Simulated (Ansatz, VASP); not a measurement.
**Two plane-wave programs on P**

File INCAR:

```
SYSTEM = P
PREC = Accurate ; ENCUT = 520
EDIFF = 1E-6 ; ISMEAR = 0
SIGMA = 0.05 ; LREAL = .FALSE.
LASPH = .TRUE. ; NELM = 100
ALGO = Fast ; ISIF = 2
LWAVE = .FALSE. ; LCHARG = .FALSE.
GGA = PE ; IVDW = 12
NBANDS = 8
```

File KPOINTS:

```
Automatic mesh
0
G
  22 22 22
  0 0 0
```

POSCAR

```
P
1.0
   -1.4357872076      1.4357872076      1.4357872076
    1.4357872076     -1.4357872076      1.4357872076
    1.4357872076      1.4357872076     -1.4357872076
P
1
Direct
    0.0000000000      0.0000000000      0.0000000000
```

Input for Ansatz:

```yaml
crystal:
  lattice:
    - [-1.4357872076, 1.4357872076, 1.4357872076]
    - [1.4357872076, -1.4357872076, 1.4357872076]
    - [1.4357872076, 1.4357872076, -1.4357872076]
  atoms:
    - { symbol: P, position: [0.0, 0.0, 0.0] }
basis:
  ecutwfc: 420
  ecutrho_ratio: 4
kpoints:
  mp_grid: { grid: [22, 22, 22] }
hamiltonian:
  xc: pbe
  dispersion: d3bj
scf:
  occupations: { method: gaussian, width: 0.05 }
output:
  forces: true
  stress: true
  eigenvalues: true
```

Alike in both runs: task single point; functional PBE; dispersion D3(BJ); k mesh 22 × 22 × 22; occupations gaussian, width 0.05 eV; no spin polarisation.

```csv
,VASP,Ansatz
version,VASP 6.6.1,Ansatz 0.2.0
potentials or method,"VASP PAW PBE potentials, release 64 (P)","scalar-relativistic, plane waves, PAW"
plane-wave cutoff (eV),520,420
valence electrons in the cell,5,5
```

```tsv
	VASP	Ansatz	Ansatz less VASP
gap on the k mesh at the Fermi level (eV)	none	none	-
pressure (GPa)	17.0	17.5	+0.49
```

A gap of «none» marks a metal or a gap that the smearing closes.

Caveats: so large a pressure means that the cell lies far from this level's equilibrium, or that cutoff or potentials fall short (VASP); pairwise dispersion overbinds metals, which lowers pressure and volume.
